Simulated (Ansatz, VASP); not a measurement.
One calculation of HfN, two programs

File INCAR:

```
SYSTEM = HfN
  PREC = Accurate
  ENCUT = 520
  EDIFF = 1E-6
  ISMEAR = 0
  SIGMA = 0.15
  LREAL = .FALSE.
  LASPH = .TRUE.
  NELM = 60
  ALGO = Normal
  ISIF = 2
  LWAVE = .FALSE.
  LCHARG = .TRUE.
  GGA = PE
  LELF = .TRUE.
  LVHAR = .TRUE.
  NBANDS = 14
```

KPOINTS

```
regular mesh
0
G
  18 18 18
  0 0 0
```

The input POSCAR:

```
HfN
1.0
    0.0000000000      2.2025250000      2.3719500000
    2.2025250000      0.0000000000      2.3719500000
    2.2025250000      2.2025250000      0.0000000000
Hf N
1 1
Direct
    0.0000000000      0.0000000000      0.0000000000
    0.5000000000      0.5000000000      0.5000000000
```

Input for Ansatz:

```yaml
crystal:
  lattice:
    - [0.0, 2.202525, 2.37195]
    - [2.202525, 0.0, 2.37195]
    - [2.202525, 2.202525, 0.0]
  atoms:
    - { symbol: Hf, position: [0.0, 0.0, 0.0] }
    - { symbol: "N", position: [0.5, 0.5, 0.5] }
basis:
  ecutwfc: 420
kpoints:
  mp_grid: { grid: [18, 18, 18] }
hamiltonian:
  xc: pbe
scf:
  occupations: { method: gaussian, width: 0.15 }
output:
  forces: true
  stress: true
  eigenvalues: true
  write_density: true
  write_potential: true
  elf: true
  volumetric_format: npy
```

Change from the starting cell: strain -0.025 along x and y, +0.050 along z, atoms carried along.

Alike in both runs: task single point; functional PBE; k mesh 18 × 18 × 18; occupations gaussian, width 0.15 eV; no spin polarisation.

|  | VASP | Ansatz |
| --- | --- | --- |
| version | VASP 6.6.1 | Ansatz 0.2.0 |
| potentials or method | VASP PAW PBE potentials, release 64 (Hf_pv, N) | scalar-relativistic, plane waves, PAW |
| plane-wave cutoff (eV) | 520 | 420 |
| valence electrons in the cell | 15 | 31 |

VASP gave:

```
gap on the k mesh at the Fermi level (eV)       : none
pressure (GPa)                                  : 7.0
largest component of the traceless stress (GPa) : 22.57
```

Problem. Estimate Ansatz's values.

Solution. gap on the k mesh at the Fermi level (eV): none; pressure (GPa): 9.3; largest component of the traceless stress (GPa): 22.88.

A gap of «none» marks a metal or a gap that the smearing closes. The two sets of potentials don't hold the same shells in valence.

Spin-orbit coupling is left out, which matters for the levels of Hf.
